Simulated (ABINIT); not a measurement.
ZrS2: band structure with r2SCAN

**What was measured.**

“Stress-Tuned Optical Transitions in Layered 1T-MX2 (M= Hf, Zr, Sn; X= S, Se) Crystals”, 2022, arxiv:2210.12074 quotes, for a bulk crystal of ZrS2: band gap 1.68 eV (indirect).

The system is ZrS2.

```
Zr S
1.0
     3.69138    0.00000    0.00000
    -1.84569    3.19683    0.00000
     0.00000    0.00000    6.04108
Zr S
1 2
Direct
  0.00000 0.00000 0.00000
  0.33333 0.66667 0.23791
  0.66667 0.33333 0.76209
```

The cell is a database's computed one.

- Program: ABINIT 10.8.3 (patched build)
- Task: band structure
- Functional: r2SCAN
- Potentials or basis: Ansatz PAW PBE default generated set, frozen core
- Cutoff: 490 eV
- k mesh: 6 × 6 × 4
- Occupations: fermi-dirac, width 0.05 eV
- Spin: no spin polarisation
- Fine-grid cutoff: 979.61 eV

| Property | Result |
| --- | --- |
| Pressure | -0.1 GPa |
| Largest force | 0.032 eV/Å |
| Band gap on the k mesh | 1.38 eV, indirect (least direct gap 1.95 eV) |
| Band gap along the path | 1.34 eV, indirect (least direct gap 1.95 eV) |

Forces on the atoms (eV/Å):
```
Zr   0.000  0.000  0.000
S    0.000  0.000 -0.032
S    0.000  0.000  0.032
```

Levels at the corners of the path, in eV from the valence-band top:
| point | band 10 | band 11 | band 12 | band 13 | band 14 | band 15 |
| --- | --- | --- | --- | --- | --- | --- |
| Γ | -0.11 | -0.11 | -0.05 | 1.90 | 1.90 | 2.80 |
| M | -2.38 | -1.70 | -1.23 | 1.50 | 3.60 | 3.89 |
| K | -2.02 | -2.02 | -1.47 | 2.54 | 3.54 | 3.54 |
| Γ | -0.11 | -0.11 | -0.05 | 1.90 | 1.90 | 2.80 |
| A | -1.61 | -0.21 | -0.21 | 1.87 | 1.87 | 3.15 |
| L | -2.25 | -1.03 | -0.82 | 1.34 | 3.59 | 3.89 |
| H | -1.91 | -1.80 | -1.80 | 2.64 | 3.30 | 3.30 |
| A | -1.61 | -0.21 | -0.21 | 1.87 | 1.87 | 3.15 |

Wall time 99 s on 4 MPI ranks on Arm Neoverse V1 (shared host), peak memory 1 GiB a rank.

A measured gap of ZrS2 is 1.68 eV (indirect; quoted in “Stress-Tuned Optical Transitions in Layered 1T-MX2 (M= Hf, Zr, Sn; X= S, Se) Crystals”, 2022, arxiv:2210.12074); the calculated 1.34 eV misses it by -0.34 eV. Spin-orbit coupling on Zr is left out. The value is that of r2SCAN, without temperature or zero-point motion. The cell is a database's relaxed one, not the measured one, which moves gaps too.

Caveat: the PAW data sets were made with another functional, which shifts forces and pressure a little; the atomic spheres overlap.
